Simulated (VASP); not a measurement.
Runs of VASP 6.6.1 on InP. It takes space group F-43m (No. 216, cubic). Conventional cell: a = 5.868 Å, b = 5.868 Å, c = 5.868 Å, α = 90.00°, β = 90.00°, γ = 90.00°. In (site symmetry -43m) has 4 P at 2.54 Å as nearest neighbours. P (site symmetry -43m) has 4 In at 2.54 Å as nearest neighbours. The cell was built by a generator and isn't the measured one.

| cell | P gpa | target pressure | gap on the mesh (eV) | pressure (GPa) |
| --- | --- | --- | --- | --- |
| relaxed to 8.2 GPa | 8.2 | 8.2 GPa | 1.09 | 8.2 |
| relaxed | 0 | - | 0.57 | 0.0 |
| relaxed to 5 GPa | 5 | 5 GPa | 0.91 | 5.0 |
| relaxed to 2.5 GPa | 2.5 | 2.5 GPa | (a) | 2.5 |

Alike in all rows: task relaxation of cell and atoms; level PBEsol; potentials or basis VASP PAW PBE potentials, release 64 (In_d, P); no spin polarisation; k mesh 10 × 10 × 10; cutoff (eV) 600; smearing fermi-dirac 0.05 eV.

Q: Fill in the values left out.

A: (a) 0.75.

Caveats: the PAW data sets were made with another functional, which shifts forces and pressure a little; spin-orbit coupling is left out, which moves the levels of the heavy elements; the cell is relaxed towards a set pressure, so the enthalpy falls and the energy may rise (some runs).

A k mesh can miss the band edges, and the runs leave out spin-orbit coupling on In.
